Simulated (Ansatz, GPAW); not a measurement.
This is a calculation of C for GPAW 26.7.0 (ASE script). 

File run.py:

```python
from ase import Atoms
from ase.dft.bandgap import bandgap
from ase.io import write
from ase.units import GPa
from gpaw import GPAW, PW

atoms = Atoms(['C', 'C'],
              cell=[[0.0, 1.78337, 1.78337],
                    [1.78337, 0.0, 1.78337],
                    [1.78337, 1.78337, 0.0]],
              scaled_positions=[[0.75, 0.75, 0.75],
                                [0.5, 0.5, 0.5]],
              pbc=True)

calc = GPAW(mode=PW(800),
            xc='PBE',
            kpts={'size': (13, 13, 13), 'gamma': True},
            occupations={'name': 'methfessel-paxton', 'order': 0, 'width': 0.014},
            nbands=11,
            convergence={'density': 1e-05, 'energy': 1e-05},
            maxiter=150,
            txt='gpaw.txt')
atoms.calc = calc
energy = atoms.get_potential_energy()
forces = atoms.get_forces()
stress = atoms.get_stress()
calc.write('gs.gpw')
write('result.traj', atoms)
print(f'Energy: {energy:.6f} eV')
print('Forces (eV/A):')
print(forces.round(4))
print('Stress (GPa):', (stress / GPa).round(3))
print('Fermi level:', round(calc.get_fermi_level(), 4), 'eV')
print(f'Gap: {bandgap(calc)[0]:.4f} eV, direct: {bandgap(calc, direct=True)[0]:.4f} eV')
```

Potentials or basis: GPAW PAW data sets (gpaw-data 1.2.1), pw.

The run is started by

```sh
$ OMP_NUM_THREADS=1 python run.py
```

**Question.** Translate it to Ansatz 0.2.0. Potentials or basis there: all-electron LAPW, scalar-relativistic.

**Answer.** As run (cutoffs and basis follow the program's own potentials, and thresholds, step limits or extra output files can differ):

The input input.yaml:

```yaml
crystal:
  lattice:
    - [0.0, 1.78337, 1.78337]
    - [1.78337, 0.0, 1.78337]
    - [1.78337, 1.78337, 0.0]
  atoms:
    - { symbol: C, position: [0.75, 0.75, 0.75] }
    - { symbol: C, position: [0.5, 0.5, 0.5] }
kpoints:
  mp_grid: { grid: [13, 13, 13] }
scf:
  occupations: { method: gaussian, width: 0.014 }
hamiltonian:
  xc: pbe
  pseudopotentials: { kind: all_electron, lapw: { basis_error: 0.001 } }
output:
  forces: true
  stress: true
  eigenvalues: true
```

Potentials or basis: all-electron LAPW, scalar-relativistic.

Command:

```console
$ ansatz run input.yaml --threads 1 --pin off --max-ram 3072MiB --backend cpu --events-out ev --progress --plain --runs-dir out
```

Both were run:

|  | GPAW | Ansatz |
| --- | --- | --- |
| Pressure | 1.4 GPa | 1.8 GPa |

Where Ansatz's input types no cutoff or centring, it takes its own default and a Γ-centred mesh.

Pressure is positive in compression.
